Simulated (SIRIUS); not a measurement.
# NaI under changes of volume

One of the cells (33.899 Å³/atom); the others are scaled copies at fixed shape and fractional positions:

```xyz
2
Lattice="0.0000 3.2364 3.2364 3.2364 0.0000 3.2364 3.2364 3.2364 0.0000" Properties=species:S:1:pos:R:3 pbc="T T T"
I     3.2364    3.2364    3.2364
Na    0.0000    0.0000    0.0000
```

| Property | Result |
| --- | --- |
| Program | SIRIUS 7.12.0 |
| Functional | RPBE |
| Potentials or basis | all-electron FP-LAPW |
| Cutoff | 158 eV |
| Basis | apw+lo standard |
| k mesh | 7 × 7 × 7 |
| Occupations | fermi-dirac, width 0.05 eV |
| Spin | no spin polarisation |

```tsv
volume (Å³/atom)	energy over the lowest point (meV/atom)	gap on the mesh (eV)
31.865	43.35	4.07
32.543	31.50	4.01
33.221	22.05	3.95
33.899	?	?
34.577	7.94	3.85
35.255	3.38	3.80
35.933	0.00	3.75
```

Problem. What does the run at 33.899 Å³/atom give?

Solution. Energy over the lowest point 14.21 meV/atom; gap on the mesh 3.90 eV.

Worked out: A Birch-Murnaghan fit of order 3 (a polynomial in V^(-2/3)) to the other rows has no minimum within the range. It gives 14.15 meV/atom at 33.899 Å³/atom, against the run's 14.21. A straight line through the other rows of the gap, of slope -2.64 eV per unit of ln V (its deformation potential), gives 3.90 eV, against the run's 3.90.

Energies are extrapolated to zero smearing.

Caveats: spin-orbit coupling is left out, which moves the levels of the heavy elements.
